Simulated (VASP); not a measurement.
# A slab model of the (1 1 1) face of Al2Pt, part 3 of 5

How does the (1 1 1) face of Al2Pt behave as a surface? The start is a cell from a database of measured crystal structures.

VASP 6.6.1, plane waves and PAW; the level of theory is named at each step.

So far. Step 2 (The bulk reference): The run ends at a pressure of 2.16 GPa. Step 3 (Surface relaxation): The run ended after 9 ionic steps, 0.043 eV below its first step, once the forces on the free atoms met EDIFFG = -0.03.

The database entry behind the starting cell differs from later determinations by our own check (0.1 to 0.3 % short, probably kX units), so it need not match the best structure at ambient conditions.

## Step 4: Potential and states of the slab

Level of this step: PBE; plane waves and PAW (Al, Pt) (VASP).

A static run writes the electrostatic potential without exchange and correlation (LVHAR), which is flat in the vacuum and gives the level to count from. The dipole correction cancels the field that unlike faces would set up across the vacuum.

File INCAR:

```
SYSTEM = Al2Pt
PREC = Normal
ENCUT = 300
EDIFF = 1E-06
NELM = 120
ISMEAR = 0
SIGMA = 0.2
LREAL = .FALSE.
ALGO = Fast
GGA = PE
NBANDS = 60
LASPH = .TRUE.
LORBIT = 11
LWAVE = .TRUE.
LCHARG = .TRUE.
IDIPOL = 3
LDIPOL = .TRUE.
DIPOL = 0.5 0.5 0.5
LVHAR = .TRUE.
LVACPOTAV = .TRUE.
LELF = .TRUE.
NEDOS = 1500
```

File POSCAR:

```
Al2Pt
1.0
    4.1790010768      0.0000000000      0.0000000000
   -2.0895005384      3.6191210950      0.0000000000
    0.0000000000      0.0000000000     26.9424903182
Al Pt
8 4
Direct
    0.0000000000      0.0000000000      0.2783707000
    0.3333333300      0.6666666700      0.3416933600
    0.6666666700      0.3333333300      0.4050160200
    0.0000000000      0.0000000000      0.4683386700
    0.3333333300      0.6666666700      0.5323938718
    0.6666666700      0.3333333300      0.5968371819
    0.0000000000      0.0000000000      0.6594771398
    0.3333333300      0.6666666700      0.7173801223
    0.6666666700      0.3333333300      0.3100320300
    0.3333333300      0.6666666700      0.4366773400
    0.0000000000      0.0000000000      0.5648888393
    0.6666666700      0.3333333300      0.6920677984
```

File KPOINTS:

```
Automatic mesh
0
Gamma
6 6 1
0 0 0
```

Potentials, in the order of the species: Al and Pt (PBE family, release 64).

Command:

```bash
$ mpirun -np 2 vasp_std
```

Output:

```text
[banner, memory and clock lines left out]
running    2 mpi-ranks, on    1 nodes
 distrk:  each k-point on    2 cores,    1 groups
 distr:  one band on    1 cores,    2 groups

 POSCAR found type information on POSCAR AlPt
 POSCAR found :  2 types and      12 ions
 LDA part: xc-table for (Slater+PW92), standard interpolation
 POSCAR, INCAR and KPOINTS ok, starting setup
 FFT: planning ... GRIDC
 FFT: planning ... GRID_SOFT
 FFT: planning ... GRID
 WAVECAR not read
 entering main loop
       N       E                     dE             d eps       ncg     rms          rms(c)
DAV:   1     0.204496057583E+03    0.20450E+03   -0.17586E+04   864   0.558E+02
DAV:   2    -0.515953740561E+02   -0.25609E+03   -0.23310E+03  1020   0.141E+02
DAV:   3    -0.654730001863E+02   -0.13878E+02   -0.13527E+02  1064   0.317E+01
DAV:   4    -0.657453081668E+02   -0.27231E+00   -0.27203E+00  1160   0.489E+00
DAV:   5    -0.657523238190E+02   -0.70157E-02   -0.70151E-02  1076   0.756E-01    0.162E+01
RMM:   6    -0.639514873903E+02    0.18008E+01   -0.68344E+00   995   0.787E+00    0.515E+00
RMM:   7    -0.719702848172E+02   -0.80188E+01   -0.15601E+00  1046   0.287E+00    0.101E+01
RMM:   8    -0.661414803539E+02    0.58288E+01   -0.11803E+00  1102   0.250E+00    0.612E+00
RMM:   9    -0.629657812993E+02    0.31757E+01   -0.50407E-01  1004   0.181E+00    0.187E+00
RMM:  10    -0.628421038910E+02    0.12368E+00   -0.11652E-01  1047   0.969E-01    0.955E-01
RMM:  11    -0.628210285787E+02    0.21075E-01   -0.23542E-02  1064   0.484E-01    0.469E-01
RMM:  12    -0.628153706264E+02    0.56580E-02   -0.83006E-03  1047   0.285E-01    0.252E-01
RMM:  13    -0.628141359371E+02    0.12347E-02   -0.23893E-03  1075   0.143E-01    0.128E-01
RMM:  14    -0.628136925557E+02    0.44338E-03   -0.76944E-04  1088   0.809E-02    0.624E-02
RMM:  15    -0.628135185558E+02    0.17400E-03   -0.26906E-04  1105   0.429E-02    0.314E-02
RMM:  16    -0.628136018350E+02   -0.83279E-04   -0.13030E-04  1137   0.249E-02    0.170E-02
RMM:  17    -0.628137012561E+02   -0.99421E-04   -0.94675E-05  1133   0.192E-02    0.106E-02
RMM:  18    -0.628138249616E+02   -0.12371E-03   -0.49663E-05  1137   0.132E-02    0.581E-03
RMM:  19    -0.628138641774E+02   -0.39216E-04   -0.12673E-05  1055   0.708E-03    0.392E-03
RMM:  20    -0.628139580811E+02   -0.93904E-04   -0.40491E-06   946   0.433E-03    0.261E-03
RMM:  21    -0.628140351639E+02   -0.77083E-04   -0.49672E-06   945   0.353E-03    0.129E-03
RMM:  22    -0.628140897608E+02   -0.54597E-04   -0.16801E-06   908   0.223E-03    0.751E-04
RMM:  23    -0.628141080111E+02   -0.18250E-04   -0.93060E-07   856   0.135E-03    0.509E-04
RMM:  24    -0.628141124750E+02   -0.44639E-05   -0.19413E-07   708   0.804E-04    0.428E-04
RMM:  25    -0.628141136055E+02   -0.11305E-05   -0.72018E-08   659   0.655E-04    0.409E-04
RMM:  26    -0.628141137333E+02   -0.12775E-06   -0.12231E-08   556   0.553E-04
|                                                                             |
|           W    W    AA    RRRRR   N    N  II  N    N   GGGG   !!!           |
|           W    W   A  A   R    R  NN   N  II  NN   N  G    G  !!!           |
|           W    W  A    A  R    R  N N  N  II  N N  N  G       !!!           |
|           W WW W  AAAAAA  RRRRR   N  N N  II  N  N N  G  GGG   !            |
|           WW  WW  A    A  R   R   N   NN  II  N   NN  G    G                |
|           W    W  A    A  R    R  N    N  II  N    N   GGGG   !!!           |
|                                                                             |
|     Did not find any points to average over, which means that no vacuum     |
|     field-free region was found. Please increase the size of  your cell     |
|     in the dimension of the dipole correction to obtain accurate            |
|     workfunction values.                                                    |
|                                                                             |

   1 F= -.62814114E+02 E0= -.62759418E+02  d E =-.109391E+00
 writing wavefunctions
```

Wall time 45 s (2 MPI ranks of AMD EPYC 7R43, shared host); peak memory 0.29 GiB; 88 s of CPU time.

From OUTCAR (step 4):

```text
 Subroutine GETGRP returns: Found  6 space group operations
 (whereof  6 operations were pure point group operations)

The static configuration has the point symmetry C_3v.

 Found      7 irreducible k-points:

   k-points           NKPTS =      7   k-points in BZ     NKDIM =      7   number of bands    NBANDS=     60

   NELECT =      64.0000    total number of electrons

 dipolmoment           0.000000      0.000000      0.006243 electrons x Angstroem

 E-fermi :   1.9581

 k-point     1 :       0.0000    0.0000    0.0000
  band No.  band energies     occupation
    ...
     23      -1.4540      2.00000
     24      -1.3872      2.00000
     25      -1.3872      2.00000
     26      -0.5326      2.00000
     27       1.0711      2.00000
     28       3.0567      0.00000
     29       3.3131      0.00000
     30       3.3131      0.00000
     31       4.0536      0.00000
     32       4.0536      0.00000
    ...

 k-point     2 :       0.1667    0.0000    0.0000
  band No.  band energies     occupation
    ...
     24      -1.3637      2.00000
     25      -0.9587      2.00000
     26      -0.2739      2.00000
     27       0.9711      2.00000
     28       1.7469      1.86467
     29       2.1334      0.21522
     30       2.5709      0.00001
     31       2.7625      0.00000
     32       3.2126      0.00000
     33       3.2138      0.00000
    ...

  Total        0.5782267      0.5782267     -0.8774259      0.0000000     -0.0000000      0.0000000
  in kB        2.2735021      2.2735021     -3.4499095      0.0000000     -0.0000000      0.0000000
  external PRESSURE =       0.3656982 kB  Pullay stress =       0.0000000 kB

 POSITION                                       TOTAL-FORCE (eV/Angst)
 -----------------------------------------------------------------------------------
      0.00000      0.00000      7.50000        -0.000000     -0.000000      0.443022
     -0.00000      2.41275      9.20607         0.000000     -0.000000     -0.005770
      2.08950      1.20637     10.91214        -0.000000     -0.000000     -0.067666
      0.00000      0.00000     12.61821        -0.000000     -0.000000      0.089087
     -0.00000      2.41275     14.34402        -0.000000      0.000000      0.014227
      2.08950      1.20637     16.08028        -0.000000      0.000000     -0.012530
      0.00000      0.00000     17.76796         0.000000     -0.000000     -0.005618
     -0.00000      2.41275     19.32801        -0.000000      0.000000     -0.011906
      2.08950      1.20637      8.35303         0.000000     -0.000000     -0.413452
     -0.00000      2.41275     11.76518         0.000000     -0.000000     -0.033542
      0.00000      0.00000     15.21951        -0.000000      0.000000     -0.008261
      2.08950      1.20637     18.64603        -0.000000      0.000000      0.012409
 -----------------------------------------------------------------------------------
    total drift:                               -0.000016      0.000007     -0.001978

  FREE ENERGIE OF THE ION-ELECTRON SYSTEM (eV)
  ---------------------------------------------------
  free  energy   TOTEN  =       -62.8141137333 eV

  energy  without entropy=      -62.7047231299  energy(sigma->0) =      -62.75941843

 vacuum level on the upper side and lower side of the slab         6.211         6.136

 total charge
# of ion       s       p       d       tot
------------------------------------------
    1        0.462   0.295   0.000   0.758
    2        0.407   0.360   0.000   0.767
    3        0.398   0.366   0.000   0.764
    4        0.402   0.365   0.000   0.767
    5        0.403   0.362   0.000   0.765
    6        0.399   0.362   0.000   0.761
    7        0.405   0.370   0.000   0.775
    8        0.455   0.325   0.000   0.780
    9        0.819   0.618   8.140   9.577
   10        0.835   0.725   8.146   9.706
   11        0.833   0.719   8.143   9.694
   12        0.824   0.646   8.151   9.620
--------------------------------------------------
tot          6.642   5.514  32.580  44.735

[... 5 parts as in an earlier step ...]

[... 6 further parts left out ...]
```

This step gave:

```
electronic cycles                          : 26
free energy (TOTEN)                        : -62.8141 eV
energy at zero smearing                    : -62.7594 eV
Fermi energy                               : 1.958 eV
DOS at the Fermi level                     : 5.560 states/eV/cell
dipole moment                              : 0, 0, 0.006243 e·Å
vacuum levels                              : 6.211, 6.136 eV
work functions of the upper and lower face : 4.253, 4.178 eV
```

The density of states has structure finer than the step of the table below, so its rows give means over 1 eV, whole bins alone (the curve runs from -12.0 to 7.90 eV). Peaks (eV: height): total -5.8: 12.3, -4.7: 18.2, -3.5: 25.8, 6.7: 12.8; Al s -7.8: 0.705, -6.8: 0.606, -5.8: 2.00, 3.8: 1.03; Al p -4.7: 1.05, 0.7: 0.999, 6.1: 1.32, 6.7: 1.54; Pt s -7.8: 0.902, -6.8: 0.716, -3.6: 0.982, 6.6: 0.697; Pt p -0.9: 0.849, -0.2: 1.24, 0.7: 1.46, 1.3: 0.768.

Means over bins of 0.076 eV. The density of states by energy, zero at the Fermi level; means over each step; values in states/eV/cell:

| energy (eV) | total | Al s | Al p | Pt s | Pt p | Pt d |
| --- | --- | --- | --- | --- | --- | --- |
| -11 | 6.0e-5 | 0 | 0 | 1.0e-5 | 0 | 0 |
| -10 | 0.413 | 0.0813 | 0.00249 | 0.104 | 0.00378 | 8.6e-4 |
| -9 | 1.51 | 0.282 | 0.0255 | 0.353 | 0.0321 | 0.0222 |
| -8 | 2.70 | 0.463 | 0.0768 | 0.583 | 0.0715 | 0.169 |
| -7 | 2.48 | 0.384 | 0.0915 | 0.459 | 0.0809 | 0.314 |
| -6 | 7.44 | 1.15 | 0.177 | 0.163 | 0.357 | 2.78 |
| -5 | 10.6 | 0.262 | 0.586 | 0.221 | 0.153 | 6.52 |
| -4 | 17.0 | 0.0996 | 0.543 | 0.546 | 0.149 | 12.5 |
| -3 | 10.7 | 0.163 | 0.229 | 0.406 | 0.270 | 7.62 |
| -2 | 3.74 | 0.194 | 0.240 | 0.246 | 0.399 | 1.25 |
| -1 | 4.64 | 0.167 | 0.488 | 0.196 | 0.701 | 0.965 |
| 0 | 5.24 | 0.161 | 0.633 | 0.0729 | 0.895 | 0.865 |
| 1 | 4.41 | 0.115 | 0.577 | 0.0784 | 0.855 | 0.507 |
| 2 | 2.73 | 0.0913 | 0.353 | 0.0341 | 0.343 | 0.332 |
| 3 | 3.73 | 0.440 | 0.270 | 0.0584 | 0.301 | 0.653 |
| 4 | 6.64 | 0.761 | 0.403 | 0.111 | 0.211 | 0.950 |
| 5 | 8.23 | 0.507 | 0.699 | 0.212 | 0.201 | 1.03 |
| 6 | 10.3 | 0.347 | 1.19 | 0.293 | 0.186 | 1.08 |
| 7 | 10.4 | 0.271 | 1.17 | 0.357 | 0.258 | 0.664 |

Zero at the Fermi level. Planar average of the electrostatic potential against height:

height (Å), planar average of the electrostatic potential (eV) and a bar from the least value:
```
        0        4.2 ##############################
        1        4.2 ##############################
        2        4.2 ##############################
        3        4.2 ##############################
        4        4.2 ##############################
        5        4.1 ##############################
        6        3.5 #############################
        7       -2.3 ###################
        8      -11.9 ###
        9      -11.2 #####
       10       -1.0 #####################
       11      -10.2 ######
       12      -11.9 ###
       13       -4.5 ################
       14       -4.9 ###############
       15      -11.6 ####
       16      -10.0 ######
       17       -1.2 #####################
       18      -11.2 ####
       19      -13.9 
       20       -0.3 ######################
       21        3.8 #############################
       22        4.2 ##############################
       23        4.3 ##############################
       24        4.3 ##############################
       25        4.3 ##############################
       26        4.3 ##############################
```

Density of states in the PAW spheres, an atom over height of the layer and energy from the Fermi level.

Values in states/eV, 22 rows by 12 columns, each cell a mean:
```
0.12 0.42 0.08 0.07 0.33 0.06 0.07 0.33 0.07 0.07 0.42 0.11
0.16 0.51 0.12 0.09 0.49 0.09 0.08 0.47 0.09 0.11 0.53 0.15
0.10 0.38 0.07 0.09 0.50 0.10 0.10 0.50 0.09 0.08 0.38 0.10
0.09 0.43 0.08 0.07 0.47 0.08 0.08 0.46 0.07 0.08 0.39 0.09
0.11 0.54 0.10 0.07 0.53 0.09 0.08 0.52 0.07 0.10 0.56 0.12
0.06 0.34 0.05 0.05 0.37 0.05 0.06 0.38 0.05 0.05 0.36 0.06
0.08 0.57 0.06 0.06 0.52 0.07 0.07 0.52 0.06 0.06 0.57 0.08
0.07 0.59 0.05 0.04 0.47 0.04 0.04 0.45 0.04 0.05 0.59 0.07
0.06 0.95 0.04 0.05 0.62 0.05 0.05 0.63 0.05 0.04 0.80 0.05
0.06 3.17 0.05 0.04 1.92 0.04 0.04 2.01 0.04 0.04 2.28 0.05
0.09 4.92 0.06 0.07 4.59 0.05 0.06 4.66 0.07 0.06 4.98 0.09
0.08 3.34 0.06 0.08 3.29 0.08 0.08 3.36 0.08 0.06 3.63 0.08
0.09 2.49 0.10 0.09 2.27 0.08 0.08 2.22 0.09 0.09 2.45 0.09
0.10 2.15 0.14 0.14 3.32 0.14 0.14 3.25 0.14 0.14 2.37 0.12
0.10 0.82 0.08 0.09 1.47 0.09 0.08 1.50 0.09 0.08 1.13 0.10
0.19 0.94 0.15 0.10 0.88 0.11 0.11 0.79 0.09 0.11 0.84 0.14
0.20 1.00 0.22 0.28 1.38 0.28 0.28 1.31 0.27 0.22 1.14 0.22
0.07 0.34 0.08 0.11 0.48 0.09 0.09 0.51 0.14 0.12 0.50 0.11
0.05 0.21 0.05 0.06 0.20 0.06 0.06 0.21 0.06 0.04 0.21 0.06
0.06 0.23 0.06 0.06 0.23 0.08 0.07 0.23 0.05 0.05 0.23 0.07
0.04 0.23 0.10 0.08 0.22 0.04 0.04 0.18 0.07 0.10 0.24 0.05
0.06 0.23 0.10 0.08 0.32 0.12 0.12 0.35 0.09 0.10 0.24 0.06
```
Columns: height of the layer (Å) from 7.5 to 19.3 (not evenly spaced); rows upwards: energy from the Fermi level (eV) from -7.9 to 0.5.

Force by atom:

| atom | x (eV/Å) | y (eV/Å) | z (eV/Å) | size |
| --- | --- | --- | --- | --- |
| Al1 | 0.000 | 0.000 | 0.443 | 0.443 |
| Al2 | 0.000 | 0.000 | -0.006 | 0.006 |
| Al3 | 0.000 | 0.000 | -0.068 | 0.068 |
| Al4 | 0.000 | 0.000 | 0.089 | 0.089 |
| Al5 | 0.000 | 0.000 | 0.014 | 0.014 |
| Al6 | 0.000 | 0.000 | -0.013 | 0.013 |
| Al7 | 0.000 | 0.000 | -0.006 | 0.006 |
| Al8 | 0.000 | 0.000 | -0.012 | 0.012 |
| Pt9 | 0.000 | 0.000 | -0.413 | 0.413 |
| Pt10 | 0.000 | 0.000 | -0.034 | 0.034 |
| Pt11 | 0.000 | 0.000 | -0.008 | 0.008 |
| Pt12 | 0.000 | 0.000 | 0.012 | 0.012 |

ELF in the ca plane at fractional y = 0.000, with atoms of Al and Pt within 0.2 Å of it. It is the smooth field of the valence electrons, not physical close to the nuclei.

Ten even steps from '0' (0.00) to '9' (0.79), each cell a mean:
```
00000000000011258996212431000013431037653001
00000000000000147898666543110124665346654323
00000000000000445788887654322345677655555545
00000000000000012456655566544566555544456656
00000000000030001234444566666676554433345666
00000000000000001233444567666776544433345666
00000000000003112345555566655666555543456666
00000000000000013577776555433455666655555555
00000000000111246899877643211235676556654434
00000000000011258997334432100023542137653101
00000000002022368995101221000013310037752000
```
Columns run along c (16.0 Å, from fractional 0.00 to 0.59 of the cell), rows up along a (4.2 Å). Atoms in or near the plane, at fractional coordinates: Al at (0.28, 0.00), Al at (0.47, 0.00), Pt at (0.56, 0.00).

Electrostatic potential energy in the ca plane at fractional y = 0.000, with atoms of Al and Pt within 0.2 Å of it. With pseudopotentials it is smooth inside the atoms' cores, unlike the true potential.

Ten even steps from '0' (-61 eV) to '9' (6 eV), each cell a mean:
```
99999999999999999973004899999999830037872001
99999999999999999987557899999999875578986324
99999999999999999998888999999999988889998878
99999999999999999999999999999999999999999999
99999999999999999999999999999999999999999999
99999999999999999999999988999988999999999999
99999999999999999999999999999999999999999999
99999999999999999999999999999999999999999989
99999999999999999998778999999999987789997556
99999999999999999985115899999999851158984102
99999999999999999872002799999999720027862000
```
Columns run along c (16.0 Å, from fractional 0.00 to 0.59 of the cell; values clipped at the 3rd and 97th percentile), rows up along a (4.2 Å). Atoms in or near the plane, at fractional coordinates: Al at (0.28, 0.00), Al at (0.47, 0.00), Pt at (0.56, 0.00).

Valence density in the ca plane at fractional y = 0.000, with atoms of Al and Pt within 0.2 Å of it. It is the smooth field of the valence electrons, not physical close to the nuclei.

Ten steps, logarithmic in the rise over the least value, from '0' (0.0 e/Å³) to '9' (3.3 e/Å³), each cell a mean:
```
00000000000000001233223332111123332234568999
00000000000000001233344432211223444334457887
00000000000000001123444443222334444433445666
00000000000000000123344544333344544333334444
00000000000000000112345554444445554333333444
00000000000000000112345555444455554332333444
00000000000000000112345554433445554333334444
00000000000000000123444443333334444433345555
00000000000000001233444433222233444434456777
00000000000000001233334332111123343334568998
00000000000000001232113322111123331134568999
```
Columns run along c (16.0 Å, from fractional 0.00 to 0.59 of the cell), rows up along a (4.2 Å). Atoms in or near the plane, at fractional coordinates: Al at (0.28, 0.00), Al at (0.47, 0.00), Pt at (0.56, 0.00).

The map of layer states is cut here 0.5 eV above the Fermi level, so it leaves out the states above that.

The vacuum level lies 4.25 eV above the Fermi level at the upper face; the two faces differ by 0.08 eV, the step that the slab's dipole of 0.006 e·Å makes.

The program found no field-free point at its default tolerance, but its printed level agrees with the flat part of the planar average.

On this mesh the fine structure of the density of states is sampling noise, and high empty states may be cut by the number of bands.

(Continued in part 4 of 5.)

[Lines on the potential files, build, host, timing and source positions are cut from VASP's logs without a mark.]

[Logs are printed without paths, hosts, clocks, repeated set-up lines and the standing remarks that a program may print on its own settings, such as how far it seeks lower states.]

[Hosts, paths, dates, database ids (printed as entryN), source tags and the programs' standing remarks are cut or masked in the printed files.]

[In band tables of VASP the shares of atoms and orbitals are scaled to a sum of 1 inside the atoms' spheres.]

[Runs that stopped without an error message from VASP are left out.]
